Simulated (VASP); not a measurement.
# PbF2: structure and properties in VASP, part 2 of 2

Wanted: the relaxed cell of PbF2 and its properties. The start is a cell from a database of measured crystal structures.

VASP 6.6.1; PBEsol; plane waves and PAW (Pb_d, F).

So far, gap on the k-mesh (eV): step 2 (full relaxation (PBEsol)) 4.22; step 6 (total and projected DOS (PBEsol)) 4.20; step 7 (volume scan with PBEsol, volume scale 0.94) 4.19; step 8 (volume scan with PBEsol, volume scale 0.96) 4.20.

The database entry behind the starting cell differs from later determinations by our own check (about 0.2 % short), so it need not match the best structure at ambient conditions.

### 10. Volume scan with PBEsol, volume scale 1

File INCAR:

```
SYSTEM = PbF2
PREC = Accurate
ENCUT = 520
EDIFF = 1E-06
NELM = 100
ISMEAR = 0
SIGMA = 0.05
LREAL = .FALSE.
ALGO = Normal
GGA = PS
NBANDS = 69
LORBIT = 11
LWAVE = .FALSE.
LCHARG = .FALSE.
KPAR = 8
ISIF = 2
```

File POSCAR:

```
PbF2
1.0
    6.3983080314      0.0000000000      0.0000000000
    0.0000000000      3.8588839109      0.0000000000
    0.0000000000      0.0000000000      7.6407759165
Pb F
4 8
Direct
    0.7438687810      0.7500000000      0.1052510228
    0.2561312190      0.2500000000      0.8947489772
    0.7561312190      0.2500000000      0.6052510228
    0.2438687810      0.7500000000      0.3947489772
    0.1407002138      0.7500000000      0.0670908324
    0.8592997862      0.2500000000      0.9329091676
    0.3592997862      0.2500000000      0.5670908324
    0.6407002138      0.7500000000      0.4329091676
    0.5239141385      0.7500000000      0.8474349737
    0.4760858615      0.2500000000      0.1525650263
    0.9760858615      0.2500000000      0.3474349737
    0.0239141385      0.7500000000      0.6525650263
```

File KPOINTS:

```
Automatic mesh
0
Gamma
4 7 4
0 0 0
```

The projector-augmented-wave data sets are Pb_d and F (PBE family, release 64).

Started as:

```sh
$ mpirun -np 8 vasp_std
```

It took 56 s on 8 MPI ranks of Intel Xeon 6975P-C (Granite Rapids), shared host; peak memory 4.2 GiB.

The pressure falls from 1.74 to -0.01 GPa.

The run ends at a pressure of -0.01 GPa, with forces up to 0.0090 eV/Å.

### 11. Volume scan with PBEsol, volume scale 1.02

INCAR is that of step 10.

Changes to POSCAR since step 10:

```diff
@@ -2,5 +2,5 @@
 1.0
-    6.3983080314      0.0000000000      0.0000000000
-    0.0000000000      3.8588839109      0.0000000000
-    0.0000000000      0.0000000000      7.6407759165
+    6.4406821672      0.0000000000      0.0000000000
+    0.0000000000      3.8844401783      0.0000000000
+    0.0000000000      0.0000000000      7.6913785562
 Pb F
```

KPOINTS is that of step 10.

Started as:

```sh
$ mpirun -np 8 vasp_std
```

It took 50 s on 8 MPI ranks; peak memory 4.2 GiB.

The pressure falls from -0.01 to -1.58 GPa.

The run ends at a pressure of -1.58 GPa, with forces up to 0.080 eV/Å.

### 12. Volume scan with PBEsol, volume scale 1.04

INCAR is that of step 11.

Changes to POSCAR since step 11:

```diff
@@ -2,5 +2,5 @@
 1.0
-    6.4406821672      0.0000000000      0.0000000000
-    0.0000000000      3.8844401783      0.0000000000
-    0.0000000000      0.0000000000      7.6913785562
+    6.4825059506      0.0000000000      0.0000000000
+    0.0000000000      3.9096645226      0.0000000000
+    0.0000000000      0.0000000000      7.7413239723
 Pb F
```

KPOINTS is that of step 11.

Started as:

```sh
$ mpirun -np 8 vasp_std
```

It took 66 s on 8 MPI ranks; peak memory 4.3 GiB; 8.6 min of CPU time.

The pressure falls from -1.58 to -3.00 GPa.

The run ends at a pressure of -3.00 GPa, with forces up to 0.15 eV/Å.

### 13. Volume scan with PBEsol, volume scale 1.06

A prediction first. A parabola through the 6 pressures of evenly scaled cells so far, P = -0.02 -83.8 t +209 t² GPa with t = ln(V/V₁) and V₁ the volume at scale 1, gives -4.19 GPa at t = +0.0583.

INCAR is that of step 12.

Changes to POSCAR since step 12:

```diff
@@ -2,5 +2,5 @@
 1.0
-    6.4825059506      0.0000000000      0.0000000000
-    0.0000000000      3.9096645226      0.0000000000
-    0.0000000000      0.0000000000      7.7413239723
+    6.5237969106      0.0000000000      0.0000000000
+    0.0000000000      3.9345675158      0.0000000000
+    0.0000000000      0.0000000000      7.7906330977
 Pb F
```

KPOINTS is that of step 12.

Started as:

```sh
$ mpirun -np 8 vasp_std
```

It took 69 s on 8 MPI ranks; peak memory 4.3 GiB; 9.1 min of CPU time.

The pressure falls from -3.00 to -4.24 GPa. The parabola predicted -4.19 GPa, +0.05 GPa off.

### 14. The series together

Times are for 8 MPI ranks of Intel Xeon 6975P-C (Granite Rapids), shared host. The series side by side:

```csv
no.,volume scale,energy above the lowest point (meV/atom),pressure (GPa),gap on the k-mesh (eV),time,memory (GiB)
1,0.94,18.73,5.972,4.192,55 s,3.9
2,0.96,8.5,3.738,4.205,57 s,4.0
3,0.98,2.41,1.744,4.215,47 s,4.1
4,1,0,-0.01137,4.222,56 s,4.2
5,1.02,0.91,-1.582,4.227,50 s,4.2
6,1.04,4.75,-2.998,4.230,66 s,4.3
7,1.06,11.18,-4.241,4.231,69 s,4.3
```

### 15. Fit for PBEsol

This step: Birch-Murnaghan fit, PBEsol; plane waves and PAW (VASP 6.6.1).

This step runs nothing: it gathers the runs above.

This step gave:

| Quantity | Value |
| --- | --- |
| pressure derivative of the bulk modulus | 4.783 |
| r.m.s. error of the fit | 5.13e-6 eV/atom |
| minimum inside the sampled range | yes |
| bulk modulus | 82.12 GPa |
| equilibrium volume of the fit | 15.79 Å³/atom |

Table of energy above the fitted minimum by volume:

```csv
volume (Å³/atom),energy above the fitted minimum (eV/atom)
14.778,0.0188
15.092,0.00856
15.407,0.00247
15.721,6.2e-5
16.035,9.7e-4
16.350,0.00481
16.664,0.0112
```

The fitted volume lies +0.42 % from the relaxed one. At a finite cutoff and mesh the minimum of the energy and the zero of the stress don't quite coincide, and the relaxation stops at a threshold. The atoms bear forces along the scan, since they were held; freeing them would lower the modulus.

### 16. Field gradients at the nuclei (PBEsol)

This step: PBEsol; plane waves and PAW (Pb_d, F) (VASP 6.6.1).

Field gradients probe how far the charge around each nucleus departs from cubic symmetry; LASPH keeps the non-spherical terms inside the spheres.

Changes to INCAR since step 13:

```diff
@@ -3,3 +3,3 @@
 ENCUT = 520
-EDIFF = 1E-06
+EDIFF = 1E-07
 NELM = 100
@@ -15,2 +15,3 @@
 KPAR = 8
-ISIF = 2
+LEFG = .TRUE.
+LASPH = .TRUE.
```

Changes to POSCAR since step 13:

```diff
@@ -2,5 +2,5 @@
 1.0
-    6.5237969106      0.0000000000      0.0000000000
-    0.0000000000      3.9345675158      0.0000000000
-    0.0000000000      0.0000000000      7.7906330977
+    6.3983080314      0.0000000000      0.0000000000
+    0.0000000000      3.8588839109      0.0000000000
+    0.0000000000      0.0000000000      7.6407759165
 Pb F
```

KPOINTS is that of step 13.

Started as:

```sh
$ mpirun -np 8 vasp_std
```

It took 65 s on 8 MPI ranks; peak memory 4.3 GiB.

This step gave:

```yaml
scf_cycles: 16
free_energy_toten: -59.5921 eV
fermi_energy: 3.030 eV
pressure: -0.01433 GPa
gap_on_the_k_mesh: 4.222 eV
least_direct_gap_on_the_k_mesh: 4.450 eV
```

Electric field gradients, by row:

```csv
atom,Vxx (V/Å²),Vyy (V/Å²),Vzz (V/Å²),asymmetry
Pb1,24.74,8.09,-32.83,0.507
Pb2,24.74,8.09,-32.83,0.507
Pb3,24.74,8.09,-32.83,0.507
Pb4,24.74,8.09,-32.83,0.507
F5,14.49,5.595,-20.09,0.443
F6,14.49,5.595,-20.09,0.443
F7,14.49,5.595,-20.09,0.443
F8,14.49,5.595,-20.09,0.443
F9,-11.71,-0.636,12.34,0.897
F10,-11.71,-0.636,12.34,0.897
F11,-11.71,-0.636,12.34,0.897
F12,-11.71,-0.636,12.34,0.897
```

The largest gradient, -32.83 V/Å², sits on Pb1 and like sites; the stable nuclei of Pb have no quadrupole moment in their ground state, so NMR and NQR don't see it.

### 17. Response to an electric field (PBEsol)

The response to a static field gives the electronic dielectric tensor and the Born charges. It needs tightly converged orbitals, hence the small EDIFF.

File INCAR:

```
SYSTEM = PbF2
PREC = Accurate
ENCUT = 520
EDIFF = 1E-08
NELM = 100
ISMEAR = 0
SIGMA = 0.01
LREAL = .FALSE.
ALGO = Normal
GGA = PS
NBANDS = 69
LORBIT = 11
LWAVE = .FALSE.
LCHARG = .FALSE.
KPAR = 8
LEPSILON = .TRUE.
```

POSCAR is that of step 16.

File KPOINTS:

```
Automatic mesh
0
Gamma
5 9 5
0 0 0
```

Started as:

```sh
$ mpirun -np 8 vasp_std
```

Wall time 14 min (8 MPI ranks); peak memory 12 GiB.

Energies printed during the response cycles are not total energies of the cell.

Numbers from this step:

| Item | Value |
| --- | --- |
| irreducible k-points | 45 |
| Fermi energy | 2.846 eV |
| pressure | -0.01443 GPa |
| valence top at k | 0, 0.3333, 0 |
| gap on the k-mesh | 4.2 eV |

Electronic dielectric tensor with local fields:

```
3.74 0.00 0.00
0.00 3.77 0.00
0.00 0.00 3.63
```

Born effective charge (e), principal values of the symmetric part by kind of site:

```csv
atom,atoms with these values,low,middle,high,mean
Pb1,4,3.15,3.28,3.32,3.25
F5,4,-1.86,-1.65,-1.38,-1.63
F9,4,-1.81,-1.68,-1.38,-1.62
```

In full for F9:

```
-1.72  0.00 -0.22
 0.00 -1.68  0.00
-0.13  0.00 -1.47
```

The Born charges sum to zero; the printed set may have that rule imposed, so this is no test. The mean Born charge of F, -1.63 e, exceeds its nominal -1, the mark of charge that flows along bonds as atoms move.

### 18. Outcome

- relaxed volume: 15.72 Å³/atom
- relaxed conventional cell a, b, c: 6.398, 3.859, 7.641 Å
- space group after relaxing, within 0.02 Å: Pnma (No. 62)
- band gap: 4.19 eV, indirect (least direct gap of that run 4.45 eV)
- gap among the points of the DOS mesh alone, an upper bound: 4.20 eV
- bulk modulus from the fit: 82.1 GPa
- volume from the fit: 15.8 Å³/atom
- largest field gradient Vzz: -32.83 V/Å² on Pb1
- electronic dielectric constant, mean: 3.71

In words: With PBEsol, PbF2 relaxes to 15.72 Å³/atom in space group Pnma (held by the symmetry of the run), has an indirect gap of 4.19 eV and has a bulk modulus of 82.1 GPa at fixed shape and positions, an upper bound. Against the listed cell the volume lies -1.2 % (a -0.4 %, b -0.8 %, c +0.1 %). Band structure (PBEsol): The path shows an indirect gap of 4.19 eV (valence top between Γ and X, conduction bottom at Γ). The least direct gap is 4.45 eV. Response to an electric field (PBEsol): The principal values of the electronic dielectric tensor with local fields are 3.63, 3.74 and 3.77. Response to an electric field (PBEsol): Mean Born effective charge: Pb1 3.25, F5 -1.63, F9 -1.62 e. Spin-orbit coupling is left out, and with elements this heavy it would split and shift bands near the edges, and it can change the kind of a small gap. No search among competing phases was made, and a listed structure need not be the one stable at ambient conditions. All values are for a static lattice at zero temperature.

[Lines on the potential files, build, host, timing and source positions are cut from VASP's logs without a mark.]

[Logs are printed without paths, hosts, clocks, repeated set-up lines and the standing remarks that a program may print on its own settings, such as how far it seeks lower states.]

[Hosts, paths, dates, database ids (printed as entryN), source tags and the programs' standing remarks are cut or masked in the printed files.]

[A measured line is paired with the nearest computed mode of its activity, which favours agreement.]
